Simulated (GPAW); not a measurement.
Runs of GPAW 26.7.0 on TiSi2. It takes space group Fddd (No. 70, orthorhombic). Conventional cell: a = 4.779 Å, b = 8.235 Å, c = 8.526 Å, α = 90.00°, β = 90.00°, γ = 90.00°. Ti (site symmetry 222) has 10 Si at 2.55 to 2.78 Å as nearest neighbours. Si (site symmetry 2) is surrounded by 5 Si at 2.52 to 2.79 Å and 5 Ti at 2.55 to 2.78 Å. The cell is a database's computed one.

| task | level | potentials or basis | cell | k mesh | cutoff (eV) | smearing | maxiter | optimizer | fmax | max steps | convergence | mesh quality | gap on the mesh (eV) | pressure (GPa) | relaxed volume (Å³/atom) | largest force (eV/Å) |
| --- | --- | --- | --- | --- | --- | --- | --- | --- | --- | --- | --- | --- | --- | --- | --- | --- |
| relaxation of cell and atoms | RPBE | the program's PAW data sets (release 1.2.1) made for this functional, pw | relaxed | 5 × 5 × 5 | 600 | fermi-dirac 0.05 eV | 150 | BFGS | 0.02 eV/Å | 60 | density=1e-05 forces=0.0001 | not flagged | none | 0.0 | (b) | - |
| band structure | LDA | the program's PAW data sets (release 1.2.1) made for this functional, pw | as given | 7 × 7 × 7 | 600 | fermi-dirac 0.05 eV | 150 | - | - | - | - | not flagged | - | -4.7 | - | 0.06 |
| single point | PBE | GPAW PAW data sets (gpaw-data 1.2.1), pw | as given | 6 × 6 × 6 | 450 | fermi-dirac 0.05 eV | 120 | - | - | - | default | not flagged | none | 2.5 | - | 0.07 |
| band structure | PW91 | PAW data sets generated in the run's folder for this functional, pw | as given | 5 × 5 × 5 | 600 | fermi-dirac 0.05 eV | 150 | - | - | - | - | coarse | - | 2.9 | - | 0.03 |
| electron localisation function | revPBE | the program's PAW data sets (release 1.2.1) made for this functional, pw | as given | 4 × 4 × 4 | 510 | fermi-dirac 0.01 eV | 150 | - | - | - | - | coarse | none | 4.4 | - | 0.08 |
| band structure | PBEsol | PAW data sets generated in the run's folder for this functional, pw | as given | 7 × 7 × 7 | 600 | fermi-dirac 0.05 eV | 150 | - | - | - | - | not flagged | - | (a) | - | 0.05 |
| Fermi surface | revPBE+D3 | the program's PAW data sets (release 1.2.1) made for this functional, pw | as given | 4 × 4 × 4 | 510 | fermi-dirac 0.01 eV | 150 | - | - | - | - | coarse | none | -5.6 | - | 0.02 |
| relaxation of cell and atoms | revPBE | the program's PAW data sets (release 1.2.1) made for this functional, pw | relaxed | 5 × 5 × 5 | 600 | fermi-dirac 0.05 eV | 150 | BFGS | 0.02 eV/Å | 60 | density=1e-05 forces=0.0001 | not flagged | none | 0.0 | 14.39 | - |

Alike in all rows: no spin polarisation.

Question: Estimate the missing entries.

Answer: (a) -1.5; (b) 14.46.

Caveats: some runs use coarse meshes; the cutoff is short for stress and forces, so pressures can be off by a GPa or more (some runs); later steps reuse the first step's grids (some runs); pairwise dispersion overbinds metals, which lowers pressure and volume (some runs).

A k mesh can miss the band edges.

A gap of «none» marks a metal or a gap under the smearing width.

Not every run made on this cell is shown here.
